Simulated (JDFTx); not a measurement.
The system is ZrO2.

```
Zr O
1.0
     3.59610    0.00000    0.00000
     0.00000    3.59610    0.00000
     0.00000    0.00000    5.17700
Zr O
2 4
Direct
  0.50000 0.50000 0.50000
  0.00000 0.00000 0.00000
  0.50000 0.00000 0.79700
  0.50000 0.00000 0.29700
  0.00000 0.50000 0.70300
  0.00000 0.50000 0.20300
```

- Program: JDFTx 1.7.0 (patched build)
- Task: single point
- Functional: PBEsol
- Potentials or basis: PseudoDojo-SR-PBEsol-0.4.1-standard with smoothed tails
- Cutoff: 1143 eV
- Density cutoff: 9143 eV
- k mesh: 7 × 7 × 5
- Occupations: fermi-dirac, width 0.05 eV
- Spin: no spin polarisation

On this cell: pressure -2.3 GPa; largest force 0.061 eV/Å; band gap on the k mesh 3.96 eV, indirect (least direct gap 4.07 eV).

The same run follows on a disturbed copy (atoms moved at random, drawn with an rms of 0.05 Å):

```xyz
6
Lattice="3.5961 0.0000 0.0000 0.0000 3.5961 0.0000 0.0000 0.0000 5.1770" Properties=species:S:1:pos:R:3 pbc="T T T"
Zr    1.7988    1.8063    2.5444
Zr   -0.0071   -0.0347   -0.0185
O     1.7808    0.0053    4.0690
O     1.7745    0.0166    1.5411
O    -0.0264    1.7877    3.6150
O    -0.0502    1.8031    1.1014
```

Q: What does the disturbed cell give?

A: The energy moves by +14.8 meV/atom; pressure -2.7 GPa; largest force 1.082 eV/Å; band gap on the k mesh 3.87 eV, indirect (least direct gap 3.96 eV).

Forces on the atoms (eV/Å):
```
Zr  -0.178  0.040  0.712
Zr  -0.108  0.276 -0.280
O   -0.013 -0.140  0.858
O   -0.148 -0.225 -0.809
O    0.236  0.172  0.573
O    0.211 -0.123 -1.054
```

Stress tensor (GPa, compression positive):
```
-3.45  0.02  0.05
 0.02 -2.01 -0.73
 0.05 -0.73 -2.72
```

Caveats: an odd mesh through Γ misses points on the zone boundary, where band edges often lie.
